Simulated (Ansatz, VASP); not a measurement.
One calculation of K, two programs

```
K
1.0
     4.40027    0.00000    0.00000
     0.00000    4.40027    0.00000
     0.00000    0.00000    4.40027
K
1
Direct
  0.00000 0.00000 0.00000
```

Alike in both runs: task single point; functional PBEsol; k mesh 10 × 10 × 10; occupations gaussian, width 0.1 eV; no spin polarisation.

|  | VASP | Ansatz |
| --- | --- | --- |
| version | VASP 6.6.1 | Ansatz 0.2.0 |
| potentials or method | VASP PAW PBE potentials, release 64 (K_sv) | scalar-relativistic, plane waves, PAW |
| plane-wave cutoff (eV) | 520 | 420 |
| valence electrons in the cell | 9 | 9 |

|  | VASP | Ansatz | Ansatz less VASP |
| --- | --- | --- | --- |
| gap on the k mesh at the Fermi level (eV) | none | none | - |
| pressure (GPa) | -0.3 | -0.3 | +0.01 |

A gap of «none» marks a metal or a gap that the smearing closes. With one functional, cell and mesh, what is left measures potentials, basis and numerics.

Caveats: the PAW data sets were made with another functional, which shifts forces and pressure a little (VASP).
